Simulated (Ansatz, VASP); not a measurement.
# One calculation of Pt, two programs

```xyz
2
Lattice="0.0000 2.6240 2.6240 2.6240 0.0000 2.6240 2.6240 2.6240 0.0000" Properties=species:S:1:pos:R:3 pbc="T T T"
Pt    2.6240    2.6240    2.6240
Pt    3.9360    3.9360    3.9360
```

Alike in both runs: task relaxation of cell and atoms; functional r2SCAN; k mesh 6 × 6 × 6; occupations gaussian, width 0.1 eV; no spin polarisation.

```csv
,VASP,Ansatz
version,VASP 6.6.1,Ansatz 0.2.0
potentials or method,"VASP PAW PBE potentials, release 64 (Pt)","scalar-relativistic, plane waves, PAW"
plane-wave cutoff (eV),600,500
valence electrons in the cell,20,36
```

|  | VASP | Ansatz | Ansatz less VASP |
| --- | --- | --- | --- |
| gap on the k mesh at the Fermi level, each at its own relaxed structure (eV) | none | none | - |
| relaxed volume (Å³/atom) | 23.44 | 23.46 | +0.023 |
| relaxed cell length with the largest relative difference (Å) | 4.047 | 4.048 | +0.0014 |
| energy change over the relaxation (meV/atom) | -844 | -853 | -8.7 |

A gap of «none» marks a metal or a gap that the smearing closes. The two sets of potentials don't hold the same shells in valence.

Caveats: the volume moved by over 15 % at a fixed basis, so the end points are rough; the PAW data sets were made with another functional, which shifts forces and pressure a little (VASP). The runs have no spin-orbit coupling, so splittings on Pt are missing.
